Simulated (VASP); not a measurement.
Input of a VASP 6.6.1 run:

Contents of INCAR:

```
SYSTEM = Ge4H
PREC     = Accurate       ! precision mode
ENCUT    = 520            ! plane-wave cutoff, eV
EDIFF    = 1E-6           ! SCF threshold, eV
ISMEAR   = -1             ! smearing method
SIGMA    = 0.05           ! smearing width, eV
LREAL    = .False.        ! projectors in reciprocal space
LASPH    = .True.         ! aspherical terms in the spheres
NELM     = 60             ! most SCF steps
ALGO     = Normal         ! electronic algorithm
ISIF     = 2              ! what is computed and relaxed
LWAVE    = .False.        ! write WAVECAR
LCHARG   = .False.        ! write CHGCAR
IBRION   = 2              ! ionic algorithm
NSW      = 40             ! ionic steps
EDIFFG   = -0.02          ! ionic threshold
KPAR     = 4
```

Contents of KPOINTS:

```
Automatic mesh
0
Gamma
  6 6 1
  0 0 0
```

File POSCAR:

```
Ge4H
1.0
    4.0008101700      0.0000000000      0.0000000000
   -2.0004050800      3.4648032400      0.0000000000
    0.0000000000      0.0000000000     25.7366054200
Ge H
8 2
Direct
    0.0000000000      0.0000000000      0.2937450300
    0.6666666700      0.3333333300      0.3254765700
    0.6666666700      0.3333333300      0.4206711700
    0.3333333300      0.6666666700      0.4524027000
    0.3333333300      0.6666666700      0.5475973000
    0.0000000000      0.0000000000      0.5793288300
    0.0000000000      0.0000000000      0.6745234300
    0.6666666700      0.3333333300      0.7062549700
    0.6666666700      0.3333333300      0.7668690200
    0.0000000000      0.0000000000      0.2331309800
```

Potentials or basis: VASP PAW LDA potentials, release 64 (Ge_d, H).

Launch:

```sh
$ cat potpaw_LDA.64/Ge_d/POTCAR potpaw_LDA.64/H/POTCAR > POTCAR
$ mpirun -np 4 vasp_std > vasp.out
```

Task: What does it give for the energy gained by relaxing?

Result: 3.3 meV/atom.

Task: What does it give for the band gap on the k mesh?

Result: 0.27 eV, direct.

Final structure:
```xyz
10
Lattice="4.0008 0.0000 0.0000 -2.0004 3.4648 0.0000 0.0000 0.0000 25.7366" Properties=species:S:1:pos:R:3 pbc="T T T"
Ge    0.0000    0.0000    7.6620
Ge    2.0004    1.1549    8.4256
Ge    2.0004    1.1549   10.8526
Ge    0.0000    2.3099   11.6511
Ge    0.0000    2.3099   14.0855
Ge    0.0000    0.0000   14.8840
Ge    0.0000    0.0000   17.3111
Ge    2.0004    1.1549   18.0746
H     2.0004    1.1549   19.6253
H     0.0000    0.0000    6.1113
```

LDA gaps usually lie below the measured ones, often by a third to a half.
